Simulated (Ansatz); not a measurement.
**SnTe: equation of state with PBEsol**

The system is SnTe.

```
CELL_PARAMETERS angstrom
0.00000 3.15085 3.15085
3.15085 0.00000 3.15085
3.15085 3.15085 0.00000
ATOMIC_POSITIONS crystal
Te 0.50000 0.50000 0.50000
Sn 0.00000 0.00000 0.00000
```

```
Program             : Ansatz 0.2.0
Task                : equation of state
Functional          : PBEsol
Potentials or basis : PseudoDojo PBEsol stringent
Cutoff              : 1388 eV
Density cutoff      : 5551 eV
k mesh              : 7 × 7 × 7
Occupations         : fermi-dirac, width 0.05 eV
Spin                : no spin polarisation
```

```json
{
 "Equilibrium volume": "31.07 Å³/atom",
 "Bulk modulus": "47 GPa",
 "Pressure derivative of the bulk modulus": "4.5"
}
```

Energy against volume, from the lowest point:
| volume (Å³/atom) | energy (meV/atom) |
| --- | --- |
| 29.404 | 14.24 |
| 30.030 | 5.22 |
| 30.656 | 0.63 |
| 31.281 | 0.00 |
| 31.907 | 2.91 |
| 32.532 | 8.99 |
| 33.158 | 17.92 |

All runs of the series together: 83 s on 2 threads of Arm Neoverse N1, with other jobs on the host.

 The run has no spin-orbit coupling, so splittings on Te are missing.
